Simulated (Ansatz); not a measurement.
I, 4 atoms in the cell. It takes space group Cmce (No. 64, orthorhombic). The conventional cell has a = 7.270 Å, b = 4.790 Å, c = 9.793 Å, α = 90.00°, β = 90.00°, γ = 90.00°. I (site symmetry m) has 1 I at 2.68 Å as nearest neighbours. 

* Program: Ansatz 0.2.0
* Task: single point
* Functional: HSE06 form with a typed share of exact exchange
* Potentials or basis: Ansatz PAW
* Cutoff: 420 eV (not typed: the program's choice for these potentials)
* k mesh: 4 × 4 × 2
* Occupations: fermi-dirac, width 0.05 eV
* Spin: no spin polarisation
* Screening (1/Å): 0.2
* Share of exact exchange: 0.25

Potentials or basis: Ansatz PAW.

Launch:

```bash
$ ansatz run input.yaml --threads 2 --pin off --max-ram 5632MiB --backend cpu --events-out ev --progress --plain --runs-dir out
```

Hardware: 2 threads of AMD EPYC 7571, with other jobs on the host.

How long does it take, and how much memory?

Run time: 2.7 min on 2 threads of AMD EPYC 7571, on a shared host, peak memory 2.4 GiB. Counts: scf iterations 16, plane waves 3337, k points 14, bands 41.
